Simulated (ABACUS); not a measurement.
Crystal: Ni.

```
Ni
1.0
     0.00000    1.73757    1.73757
     1.73757    0.00000    1.73757
     1.73757    1.73757    0.00000
Ni
1
Direct
  0.00000 0.00000 0.00000
```

| Quantity | Value |
| --- | --- |
| Program | ABACUS 3.10.1 |
| Task | relaxation of cell and atoms |
| Functional | HLE16 |
| Potentials or basis | PseudoDojo NC SR 0.5 PBE standard |
| Cutoff | 1333 eV |
| Density cutoff | 5333 eV |
| Basis | plane waves |
| k mesh | 10 × 10 × 10 |
| Occupations | fermi-dirac, width 0.05 eV |
| Spin | collinear spin, ferromagnetic start |
| Starting moments | [1.0] μB |

At the start: pressure -21.9 GPa; volume 10.49 Å³/atom.

Q: Where does the relaxation end?

A: Over 13 steps the energy falls by 102.7 meV/atom and the volume is 9.18 Å³/atom (-12.5 %); space group Fm-3m (No. 225, to 0.05 Å); moment 0.00 μB per cell.

Step by step:
```csv
step,energy change (eV),largest force (eV/Å),pressure (GPa),volume (Å³)
1,0.0000,0.0000,-21.89,10.49
2,-0.0442,0.0000,26.13,8.39
3,-0.1027,0.0000,-0.35,9.19
4,-0.1027,0.0000,-0.11,9.18
5,-0.1027,0.0000,-0.07,9.18
6,-0.1027,0.0000,-0.08,9.18
7,-0.1027,0.0000,-0.07,9.18
8,-0.1027,0.0000,-0.07,9.18
9,-0.1027,0.0000,-0.06,9.18
10,-0.1027,0.0000,-0.07,9.18
11,-0.1027,0.0000,-0.08,9.18
12,-0.1027,0.0000,-0.08,9.18
13,-0.1027,0.0000,-0.02,9.18
```

Final structure:
```yaml
crystal:
  lattice:
    - [0.00000, 1.66205, 1.66205]
    - [1.66205, 0.00000, 1.66205]
    - [1.66205, 1.66205, 0.00000]
  atoms:
    - { symbol: Ni, position: [0.00000, 0.00000, 0.00000] }
```

Caveat: the potentials were made for a functional far from this one; the potentials were made for another functional, which shifts forces and pressure.
